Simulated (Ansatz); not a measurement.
TaN:

```
CELL_PARAMETERS angstrom
2.93800 0.00000 0.00000
-1.46900 2.54438 0.00000
0.00000 0.00000 2.88300
ATOMIC_POSITIONS crystal
Ta 0.00000 0.00000 0.50000
N 0.66667 0.33333 0.00000
```

Base run:

```yaml
Program: Ansatz 0.2.0
Functional: LDA
Potentials_or_basis: Ansatz PAW
Cutoff: 420 eV
Density_cutoff: 1680 eV
k_mesh: 10 × 10 × 9
Occupations: fermi-dirac, width 0.05 eV
Spin: no spin polarisation
Hubbard_terms: Ta d U = 8 eV
```

Its results: band gap on the k mesh none (metal or under the smearing width); pressure -3.0 GPa.

Question: The run is repeated on the same cell with these changes: hubbard terms from Ta d U = 8 eV to Ta d U = 4 eV. What comes out?

Answer: Band gap on the k mesh none (metal or under the smearing width); pressure -8.0 GPa.

Caveats: U without spin polarisation on a metal has little footing; the PAW data sets come from PBE, with cores solved anew for the run's functional, which leaves a small shift of forces and pressure.

Not every run made on this cell is shown here.
